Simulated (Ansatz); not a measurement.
Write a Python script for Ansatz 0.2.0 through its Python package that makes a comparison of functionals at one structure of Rh, space group P6_3/mmc. Settings (first run): PBE, PAW, cutoff 420 eV, Gaussian smearing of 0.1 eV. The script varies functional: pbe, pbesol, lda, r2scan.

```
Rh
1.0
     2.73098    0.00000    0.00000
    -1.36549    2.36510    0.00000
     0.00000    0.00000    4.42849
Rh
2
Direct
  0.66667 0.33333 0.75000
  0.33333 0.66667 0.25000
```

The script, `rh.py`:
```python
"""One structure of Rh under several functionals."""

import ansatz as az

crystal = (
    az.Lattice.from_parameters(2.730979, 2.730979, 4.428489, alpha=90.0, beta=90.0, gamma=120.0)
    .atom("Rh", [2 / 3, 1 / 3, 0.75])
    .atom("Rh", [1 / 3, 2 / 3, 0.25])
)

calculation = (
    crystal.calculation()
    .pseudopotentials("paw")
    .basis(420)
    .kpoints(spacing=0.26)
    .occupations("gaussian", width=100 * az.meV)
    .stress()
    .band_table()
)

rows = []
for value in ["pbe", "pbesol", "lda", "r2scan"]:
    r = calculation.functional(value).run().report
    rows.append((value, r["free_energy_ev"] / len(r["lattice"]["sites"]), r["n_iterations"], sum(r["stress_gpa"][i][i] for i in range(3)) / 3, r["gap_by_band_count_ev"], r["n_kpoints"]))

print("  functional   F/atom (eV)    iterations       P (GPa)  gap by band count (eV)      k-points")
for row in rows:
    print(f"{str(row[0]):>12s}  {row[1]:12.5f}  {row[2]:12d}  {row[3]:12.3f}  {row[4]:22.3f}  {row[5]:12d}")
```

`python rh.py` gives:
```text
DeckWarning: basis.ecutwfc = 420 eV is below the records' recommended 500 eV, and the density's cutoff is lower with it unless basis.ecutrho_ratio is high enough to keep the records' density cutoff: compare with a run at a higher cutoff
  functional   F/atom (eV)    iterations       P (GPa)  gap by band count (eV)      k-points
         pbe   -6402.84978             6        -3.518                  -2.206            64
      pbesol   -6338.67212             6       -13.716                  -2.222            64
         lda   -6278.53996             6       -19.451                  -2.229            64
      r2scan   -6415.20862             6        -9.718                  -2.277            64
```
(Warnings from the package without file and line.)

Caveats:
- The cutoff lies under the one recommended for these potentials in some of the runs.
- No spin polarisation was allowed.
- Under the recommended cutoff a pressure can be off by several GPa, even in sign.
- A gap by band count of zero or less means overlapping bands, a metal.
- Pressure is positive in compression.
- This isn't the structure that Rh takes at ambient conditions.
- Gaps and levels are Kohn-Sham values on a finite set of k-points, without spin-orbit coupling.
- Total energies of different functionals can't be compared; pressures, moments and gaps at this one structure can.

(Lines on the test bed's own set-up are left out of the output.)
